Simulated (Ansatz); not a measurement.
# Al2Au (Fm-3m) in Ansatz: reference runs

How does Al2Au come out in PBEsol? The cell is run as given and disturbed.

All numbers are computed with Ansatz 0.2.0; they aren't measurements. Logs are shortened: lines on timing, memory, paths and dates and some standing lists are left out, and cuts for length are marked.

## (1) The structure

It takes space group Fm-3m (No. 225, cubic). The conventional cell has a = 6.000 Å, b = 6.000 Å, c = 6.000 Å, α = 90.00°, β = 90.00°, γ = 90.00°. Around Au (site symmetry m-3m) lie 8 Al at 2.60 Å. Al (site symmetry -43m) is surrounded by 4 Au at 2.60 Å.

## (2) Single point, PBEsol

File input.yaml:

```yaml
crystal:
  lattice:
    - [0.0, 3.0, 3.0]
    - [3.0, 0.0, 3.0]
    - [3.0, 3.0, 0.0]
  atoms:
    - { symbol: Au, position: [0.0, 0.0, 0.0] }
    - { symbol: Al, position: [0.75, 0.75, 0.75] }
    - { symbol: Al, position: [0.25, 0.25, 0.25] }
hamiltonian:
  xc: pbesol
  pseudopotentials: { kind: paw }
kpoints:
  mp_grid: { grid: [8, 8, 8] }
scf:
  occupations: { method: fermi_dirac, width: 0.05 }
output:
  forces: true
  stress: true
  eigenvalues: true
  write_density: true
  write_potential: true
  elf: true
  volumetric_format: npy
```

Potentials or basis: Ansatz PAW.

On the command line:

```bash
ansatz run input.yaml --threads 2 --pin off --max-ram 5632MiB --backend cpu --events-out ev --progress --plain --runs-dir out
```

What it wrote:

```text
Warning: RAYON_NUM_THREADS=2 ignored (pool sized by the plan → 2); use --threads N
Engine: ansatz 0.2.0, x86_64-unknown-linux-gnu
Pseudopotentials: kind: paw
Pseudopotential: Au, paw, valence charge 19, recommended cutoff 420 eV (normal), Au.paw.azcp
Pseudopotential: Al, paw, valence charge 3, recommended cutoff 420 eV (normal), Al.paw.azcp
Functional definition: PBEsol
  exchange = pbesol_x
  correlation = pbesol_c
Crystal: 3 atoms, lattice volume = 54.000 Å³
Basis set: ecut = 420 eV, 1067 PW (Γ), exchange–correlation on 60×60×60 points (8 copies of the dense FFT grid, shifted against one another)
Bands: 17, of which v1, the nominal top of the filled ones, is band 13 counted from 1 (12 counted from 0)
Symmetry: 48 space group operations
Space group: Fm-3m (ITA 225), of the structure as read, at distance tolerance 3.8e-5 Å
k-points: 29 of 512
Non-local potential: Au, projectors of the file, l = 0: 3, l = 1: 2, l = 2: 2, l = 3: 1
Non-local potential: Al, projectors of the file, l = 0: 2, l = 1: 2, l = 2: 1
PAW form: soft (Blöchl's): semilocal exchange-correlation on the pseudo side does not see the compensation charge
PAW frozen core: Au, regenerated for the run's functional, and the local potential with it (the file was generated under x = pbe(κ = 0.804, μ = 0.2195149727645171), c = pbe(β = 0.06672455060314922))
PAW frozen core: Al, regenerated for the run's functional, and the local potential with it (the file was generated under x = pbe(κ = 0.804, μ = 0.2195149727645171), c = pbe(β = 0.06672455060314922))
PAW one-centre angular grid: Au, 590 points (default); XC on 64 Gauss nodes
PAW one-centre angular grid: Al, 110 points (default); XC on 64 Gauss nodes
Initial density: superposition of atomic densities (neutral atoms: chi_scale 0, normalization atom), corrected by the library's trained network
Initial wavefunctions: pseudopotential atomic-orbital guess
Functional: x = pbesol(κ = 0.804, μ = 0.12345679012345678), c = pbesol(β = 0.046)
SCF iter   1: F=—  HF=-14057.558439 eV  |F-HF|=—  |Δ(HF+E_count)|=         —  Δρ=2.28e-3  dr2=2.45e-3  ethr=1.77e-3  ⟨swp⟩=5.7  Hψ=2548  notcnv=0
preconditioner: auto → Kerker (q_TF=auto, 2.400 Å⁻¹)  [metal: Δε(μ)=0.036 eV  Ē_g=9.450 eV  σ=0.050 eV  W_gap=0.18  n_scr=14 (ndim 8)  ℏωp=20.8 eV  f_vac=0.007  D(μ)=1.12/eV (n_scr^D=8)]
SCF iter   2: F=—  HF=-14057.559024 eV  |F-HF|=—  |Δ(HF+E_count)|=   5.86e-4  Δρ=1.46e-3  dr2=1.29e-3  ethr=9.78e-6  ⟨swp⟩=2.0  Hψ=851  notcnv=0
SCF iter   3: F=—  HF=-14057.559350 eV  |F-HF|=—  |Δ(HF+E_count)|=   3.26e-4  Δρ=5.20e-4  dr2=2.14e-4  ethr=5.17e-6  ⟨swp⟩=1.3  Hψ=518  notcnv=0
SCF iter   4: F=—  HF=-14057.559381 eV  |F-HF|=—  |Δ(HF+E_count)|=   3.07e-5  Δρ=2.04e-4  dr2=3.07e-5  ethr=8.57e-7  ⟨swp⟩=2.2  Hψ=703  notcnv=0
SCF iter   5: F=—  HF=-14057.559370 eV  |F-HF|=—  |Δ(HF+E_count)|=   1.05e-5  Δρ=5.50e-5  dr2=1.98e-6  ethr=1.23e-7  ⟨swp⟩=2.0  Hψ=679  notcnv=0
SCF iter   6: F=-14057.559370 eV  HF=-14057.559370 eV  |F-HF|=1.94e-8  |Δ(HF+E_count)|=   3.33e-7  Δρ=7.40e-6  dr2=3.50e-8  ethr=4.00e-10  ⟨swp⟩=7.1  Hψ=3193  notcnv=0
SCF 1 converged in 6 iterations: F = -14057.559370 eV  dr2 = 3.50e-8
SCF converged after 6 iterations
Free energy (F): -14057.559370 eV
Harris-Foulkes:  -14057.559370 eV  (|F-HF|=1.94e-8)
Internal energy: -14057.550877 eV  (E = F + TS)
E sigma→0 (E₀):  -14057.555123 eV
Entropy (-TS):   -0.008493 eV (-2.831 meV/atom)
Fermi energy:    11.155729 eV
--- Per-component energies (eV) ---
  E_band       = -377.382569
  E_kinetic    = 650.405675
  E_local      = -2967.955939  (includes V_loc(G=0)·N_el)
  E_nonlocal   = 91.906173
  E_hartree    = 1275.381253
  E_xc         = -307.386846
  E_vxc        = -335.714981  (∫ρ·V_xc dr)
  E_paw        = -10472.164448  (= ΣΔE_a)
  E_vpaw       = -366.783571  (= ΣTr[D̂ρ^β])
  E_aug_tail   = 0.001363  (compensation charges beyond the density's cutoff)
  E_ewald      = -2328.085865
  E_core_change = 0.347757  (= ΣΔE_core)
  E_smearing   = -0.008493  (= −TS)
  E_closure    = -0.000000  (closes the sum)
  Σ components = -14057.559370   (vs F -14057.559370, Δ=0.00e0)
--- Forces (eV/Å), atoms counted from 1 ---
  atom   1  Au    -0.00000000     0.00000000    -0.00000000
  atom   2  Al     0.00000000     0.00000000     0.00000000
  atom   3  Al     0.00000000     0.00000000     0.00000000
  max |Σ_I F_I| component: 5.55e-17 eV/Å
--- Stress (GPa, compression-positive) ---
        0.056439       0.000000       0.000000
       -0.000000       0.056439       0.000000
        0.000000      -0.000000       0.056439
  P = ⅓ Tr σ = 0.0564 GPa (0.564 kbar)
--- Band table (eV; the first three rows and the last of 29) ---
  k-point 0: bands = ["-96.0756", "-47.4209", "-47.4209", "-47.4209", "0.5944", "4.5543", "4.5543", "4.5543", "5.5151", "5.5151", "13.4176", "14.0781", "14.0781", "14.0781", "15.0857", "15.0857", "15.0857"]
  k-point 1: bands = ["-96.0756", "-47.4211", "-47.4209", "-47.4209", "0.7989", "4.4892", "4.6046", "4.6046", "5.5053", "5.5053", "11.7076", "13.4027", "13.4027", "13.6534", "15.7790", "15.7790", "16.3849"]
  k-point 2: bands = ["-96.0756", "-47.4214", "-47.4210", "-47.4210", "1.3828", "4.3635", "4.7108", "4.7108", "5.5125", "5.5125", "9.1269", "12.4960", "12.4960", "13.9501", "15.4979", "15.4979", "15.6953"]
  k-point 28: bands = ["-96.0755", "-47.4216", "-47.4216", "-47.4213", "4.1159", "4.1159", "4.8247", "4.8971", "5.3654", "5.9490", "7.1320", "7.1320", "8.9573", "15.2938", "15.2938", "16.3482", "16.3929"]
```

It took 1.7 s on 2 threads of AMD EPYC 7R43 (Zen 3), shared host; peak memory 0.34 GiB.

Results:

```yaml
Free_energy: -14057.5594 eV
Pressure: 0.1 GPa
Band_gap_on_the_k_mesh: none (metal or under the smearing width)
```

Caveat: the PAW data sets come from PBE, with cores solved anew for the run's functional, which leaves a small shift of forces and pressure. Spin-orbit coupling is left out, which matters for the levels of Au.

## (3) Single point, PBEsol (atoms moved at random, drawn with an rms of 0.05 Å)

File input.yaml:

```yaml
crystal:
  lattice:
    - [0.0, 3.0, 3.0]
    - [3.0, 0.0, 3.0]
    - [3.0, 3.0, 0.0]
  atoms:
    - { symbol: Au, position: [-0.009348, -0.009152, 0.01134] }
    - { symbol: Al, position: [0.731025, 0.75675, 0.763139] }
    - { symbol: Al, position: [0.241721, 0.25162, 0.259949] }
hamiltonian:
  xc: pbesol
  pseudopotentials: { kind: paw }
kpoints:
  mp_grid: { grid: [8, 8, 8] }
scf:
  occupations: { method: fermi_dirac, width: 0.05 }
output:
  forces: true
  stress: true
  eigenvalues: true
```

Potentials or basis: Ansatz PAW.

On the command line:

```bash
ansatz run input.yaml --threads 2 --pin off --max-ram 5632MiB --backend cpu --events-out ev --progress --plain --runs-dir out
```

What it wrote:

```text
Warning: RAYON_NUM_THREADS=2 ignored (pool sized by the plan → 2); use --threads N
[... 7 set-up lines as earlier in the session ...]
Crystal: 3 atoms, lattice volume = 54.000 Å³
Basis set: ecut = 420 eV, 1067 PW (Γ), exchange–correlation on 60×60×60 points (8 copies of the dense FFT grid, shifted against one another)
Bands: 17, of which v1, the nominal top of the filled ones, is band 13 counted from 1 (12 counted from 0)
Symmetry: 1 space group operations
Space group: P1 (ITA 1), of the structure as read, at distance tolerance 3.8e-5 Å
k-points: 260 of 512 (time reversal used)
[... 10 set-up lines as earlier in the session ...]
SCF iter   1: F=—  HF=-14057.546189 eV  |F-HF|=—  |Δ(HF+E_count)|=         —  Δρ=2.30e-3  dr2=2.47e-3  ethr=1.77e-3  ⟨swp⟩=5.7  Hψ=23107  notcnv=0
preconditioner: auto → Kerker (q_TF=auto, 2.400 Å⁻¹)  [metal: Δε(μ)=0.013 eV  Ē_g=9.453 eV  σ=0.050 eV  W_gap=0.06  n_scr=14 (ndim 8)  ℏωp=20.8 eV  f_vac=0.006  D(μ)=1.03/eV (n_scr^D=8)]
SCF iter   2: F=—  HF=-14057.546736 eV  |F-HF|=—  |Δ(HF+E_count)|=   5.47e-4  Δρ=1.47e-3  dr2=1.30e-3  ethr=9.90e-6  ⟨swp⟩=1.9  Hψ=7507  notcnv=0
SCF iter   3: F=—  HF=-14057.547052 eV  |F-HF|=—  |Δ(HF+E_count)|=   3.16e-4  Δρ=5.19e-4  dr2=2.15e-4  ethr=5.21e-6  ⟨swp⟩=1.2  Hψ=4586  notcnv=0
SCF iter   4: F=—  HF=-14057.547083 eV  |F-HF|=—  |Δ(HF+E_count)|=   3.12e-5  Δρ=2.03e-4  dr2=3.05e-5  ethr=8.59e-7  ⟨swp⟩=2.1  Hψ=6317  notcnv=0
SCF iter   5: F=—  HF=-14057.547089 eV  |F-HF|=—  |Δ(HF+E_count)|=   6.16e-6  Δρ=5.41e-5  dr2=1.99e-6  ethr=1.22e-7  ⟨swp⟩=2.0  Hψ=6275  notcnv=0
SCF iter   6: F=-14057.547089 eV  HF=-14057.547089 eV  |F-HF|=2.07e-8  |Δ(HF+E_count)|=   2.92e-7  Δρ=8.09e-6  dr2=3.93e-8  ethr=4.00e-10  ⟨swp⟩=3.4  Hψ=18022  notcnv=0
SCF 1 converged in 6 iterations: F = -14057.547089 eV  dr2 = 3.93e-8
SCF converged after 6 iterations
Free energy (F): -14057.547089 eV
Harris-Foulkes:  -14057.547089 eV  (|F-HF|=2.07e-8)
Internal energy: -14057.539092 eV  (E = F + TS)
E sigma→0 (E₀):  -14057.543090 eV
Entropy (-TS):   -0.007997 eV (-2.666 meV/atom)
Fermi energy:    11.159135 eV
--- Per-component energies (eV) ---
  E_band       = -377.432268
  E_kinetic    = 650.451487
  E_local      = -2968.298295  (includes V_loc(G=0)·N_el)
  E_nonlocal   = 91.922843
  E_hartree    = 1275.510206
  E_xc         = -307.399591
  E_vxc        = -335.730339  (∫ρ·V_xc dr)
  E_paw        = -10472.175721  (= ΣΔE_a)
  E_vpaw       = -366.798749  (= ΣTr[D̂ρ^β])
  E_aug_tail   = 0.001360  (compensation charges beyond the density's cutoff)
  E_ewald      = -2327.899138
  E_core_change = 0.347757  (= ΣΔE_core)
  E_smearing   = -0.007997  (= −TS)
  E_closure    = 0.000000  (closes the sum)
  Σ components = -14057.547089   (vs F -14057.547089, Δ=0.00e0)
--- Forces (eV/Å), atoms counted from 1 ---
  atom   1  Au     0.32636508    -0.10076053     0.20465502
  atom   2  Al    -0.23968779     0.10825047    -0.03981035
  atom   3  Al    -0.08671764    -0.00747717    -0.16487134
  max |Σ_I F_I| component: 4.04e-5 eV/Å
--- Stress (GPa, compression-positive) ---
        0.162215      -0.382439      -0.359691
       -0.382439       0.229126       0.473835
       -0.359691       0.473835       0.201995
  P = ⅓ Tr σ = 0.1978 GPa (1.978 kbar)
--- Band table (eV; the first three rows and the last of 260) ---
  k-point 0: bands = ["-96.0772", "-47.4316", "-47.4190", "-47.4180", "0.5934", "4.5323", "4.5586", "4.5638", "5.5112", "5.5125", "13.4105", "14.0162", "14.0933", "14.0966", "15.0838", "15.0971", "15.1049"]
  k-point 1: bands = ["-96.0772", "-47.4317", "-47.4191", "-47.4180", "0.7971", "4.4931", "4.5882", "4.6076", "5.5011", "5.5042", "11.7163", "13.3581", "13.4168", "13.6734", "15.7574", "15.7719", "16.3590"]
  k-point 2: bands = ["-96.0772", "-47.4317", "-47.4193", "-47.4182", "1.3781", "4.3700", "4.6970", "4.7059", "5.5065", "5.5163", "9.1381", "12.4502", "12.5503", "13.9445", "15.4086", "15.5353", "15.7258"]
  k-point 259: bands = ["-96.0772", "-47.4319", "-47.4199", "-47.4181", "2.6314", "4.6918", "4.7878", "4.7988", "5.6202", "5.6434", "5.7094", "11.4566", "11.5802", "14.3733", "14.7550", "14.9230", "15.0329"]
```

Wall time 10 s (2 threads of AMD EPYC 7R43 (Zen 3), shared host); peak memory 0.56 GiB.

What came out:

```
Free energy            : -14057.5471 eV
Pressure               : 0.2 GPa
Largest force          : 0.398 eV/Å
Band gap on the k mesh : none (metal or under the smearing width)
```

Forces on the atoms (eV/Å):
```
Au   0.326 -0.101  0.205
Al  -0.240  0.108 -0.040
Al  -0.087 -0.007 -0.165
```

Caveat: the PAW data sets come from PBE, with cores solved anew for the run's functional, which leaves a small shift of forces and pressure. The run has no spin-orbit coupling, so splittings on Au are missing.
